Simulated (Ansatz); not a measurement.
# BN: how settings move the results

The task here is to estimate one member of a computed series from the others.

Method: DFT PBE, scalar-relativistic, plane waves, PAW for the base; runs at other levels say so in their headings and inputs, unless a step's input says otherwise, in Ansatz 0.2.0.

1 further run of the same task is left out (set aside as unsound or not needed).

## The structure to begin with

The structure is orthorhombic, space group Fmm2 (No. 42). Conventional cell: a = 2.503 Å, b = 6.991 Å, c = 4.332 Å, α = 90.00°, β = 90.00°, γ = 90.00°. B (site symmetry mm2) has 3 N at 1.44 Å as nearest neighbours. N (site symmetry mm2) is surrounded by 3 B at 1.44 Å.

As a file:

```
B N
1.0
     0.00000    3.49532    2.16609
     1.25163    0.00000    2.16609
     1.25163    3.49532    0.00000
B N
1 1
Direct
  0.00005 0.00005 0.99995
  0.66665 0.66665 0.33335
```

The structure comes from the Materials Project (structure only); it is used as listed.

## The base input

input.yaml reads:

```yaml
crystal:
  lattice:
    - [0.0, 3.49531583, 2.16609124]
    - [1.2516321, 0.0, 2.16609124]
    - [1.2516321, 3.49531583, 0.0]
  atoms:
    - { symbol: B, position: [4.865e-05, 4.865e-05, 0.99995135] }
    - { symbol: "N", position: [0.66665134, 0.66665134, 0.33334866] }
basis:
  ecutwfc: 420
kpoints:
  mp_grid: { grid: [12, 12, 12] }
hamiltonian:
  xc: pbe
scf:
  occupations: { method: gaussian, width: 0.02 }
output:
  forces: true
  stress: true
  eigenvalues: true
  populations: true
  write_density: true
  write_potential: true
  elf: true
  volumetric_format: npy
```

It was run beforehand and gave: -271.2070 eV/atom at zero smearing, pressure 3.23 GPa, largest force 0.010 eV/Å, gap on the mesh 3.85 eV, in 6 SCF cycles and 5.6 s.

The first run:

input.yaml reads:

```yaml
crystal:
  lattice:
    - [0.0, 3.49531583, 2.16609124]
    - [1.2516321, 0.0, 2.16609124]
    - [1.2516321, 3.49531583, 0.0]
  atoms:
    - { symbol: B, position: [4.865e-05, 4.865e-05, 0.99995135] }
    - { symbol: "N", position: [0.66665134, 0.66665134, 0.33334866] }
basis:
  ecutwfc: 420
kpoints:
  mp_grid: { grid: [12, 12, 12] }
hamiltonian:
  xc: lda
scf:
  occupations: { method: gaussian, width: 0.02 }
output:
  forces: true
  stress: true
  eigenvalues: true
```

Run with:

```sh
> ansatz run input.yaml --threads 1 --pin off --max-ram 2560MiB --backend cpu --events-out ev --progress --plain --runs-dir out
```

Steps of the session up to this table: Functional set to LDA; Functional: PBEsol; Functional: r2SCAN; Functional set to HSE06; Functional set to PBE0; Functional: r2SCANh.

One of the session's tables, all rows but one given; the rest of the session is left out.

```
functional  gap on the mesh (eV)
       PBE                  3.85
       LDA                     ?
    PBEsol                  3.75
    r2SCAN                  4.33
     HSE06                  5.05
      PBE0                  5.80
   r2SCANh                  5.01
```

Q: Estimate the row for LDA from the others.

**Answer.** gap on the mesh (eV): 3.66. In the column «gap on the mesh (eV)» it is the lowest.

Times: CPU seconds on a shared machine, a rough guide. The hybrids ran on a coarser mesh, which can miss the band edges, so their gaps and times are not like for like.

Caveats from the session: Warnings in the runs' records: stress exchange threshold loose, stress scf threshold loose.
